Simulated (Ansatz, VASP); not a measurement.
**PbS in VASP and in Ansatz**

The input INCAR:

```
SYSTEM = PbS
PREC     = Accurate       ! precision mode
ENCUT    = 520            ! plane-wave cutoff, eV
EDIFF    = 1E-6           ! SCF threshold, eV
ISMEAR   = 0              ! smearing method
SIGMA    = 0.03           ! smearing width, eV
LREAL    = .FALSE.        ! projectors in reciprocal space
LASPH    = .TRUE.         ! aspherical terms in the spheres
NELM     = 60             ! most SCF steps
ALGO     = Normal         ! electronic algorithm
ISIF     = 2              ! what is computed and relaxed
LWAVE    = .FALSE.        ! write WAVECAR
LCHARG   = .FALSE.        ! write CHGCAR
GGA      = CA             ! functional
NBANDS   = 17             ! bands
```

KPOINTS

```
Automatic mesh
0
G
  10 10 10
  0 0 0
```

POSCAR

```
PbS
1.0
    0.0000000000      2.9650000000      2.9650000000
    2.9650000000      0.0000000000      2.9650000000
    2.9650000000      2.9650000000      0.0000000000
Pb S
1 1
Direct
    0.0000000000      0.0000000000      0.0000000000
    0.4578414840      0.4578414840      0.5421585160
```

Input for Ansatz:

```yaml
crystal:
  lattice:
    - [0.0, 2.965, 2.965]
    - [2.965, 0.0, 2.965]
    - [2.965, 2.965, 0.0]
  atoms:
    - { symbol: Pb, position: [0.0, 0.0, 0.0] }
    - { symbol: S, position: [0.457841484, 0.457841484, 0.542158516] }
basis:
  ecutwfc: 420
kpoints:
  mp_grid: { grid: [10, 10, 10] }
hamiltonian:
  xc: lda
scf:
  occupations: { method: gaussian, width: 0.03 }
output:
  forces: true
  stress: true
  eigenvalues: true
```

Change from the starting cell: all S atoms moved -0.250 Å, as atom 2 along Cartesian [0 0 1].

Alike in both runs: task single point; functional LDA; k mesh 10 × 10 × 10; occupations gaussian, width 0.03 eV; no spin polarisation.

```csv
,VASP,Ansatz
version,VASP 6.6.1,Ansatz 0.2.0
potentials or method,"VASP PAW LDA potentials, release 64 (Pb_d, S)","scalar-relativistic, plane waves, PAW"
plane-wave cutoff (eV),520,420
valence electrons in the cell,20,20
```

Ansatz gave:

| Quantity | Value |
| --- | --- |
| gap on the k mesh at the Fermi level (eV) | 0.79 |
| least direct gap on the mesh (eV) | 0.79 |
| pressure (GPa) | -1.6 |
| largest component of the traceless stress (GPa) | 1.68 |
| rms of the force components (eV/Å) | 0.141 |

Estimate VASP's values.

gap on the k mesh at the Fermi level (eV): 0.78; least direct gap on the mesh (eV): 0.78; pressure (GPa): -1.5; largest component of the traceless stress (GPa): 1.68; rms of the force components (eV/Å): 0.145.

Atom by atom the forces differ by 0.004 eV/Å (rms over components).

Caveats: spin-orbit coupling is left out, which as a rule narrows the gap of such compounds by several tenths of an eV. A k mesh can miss the band edges.
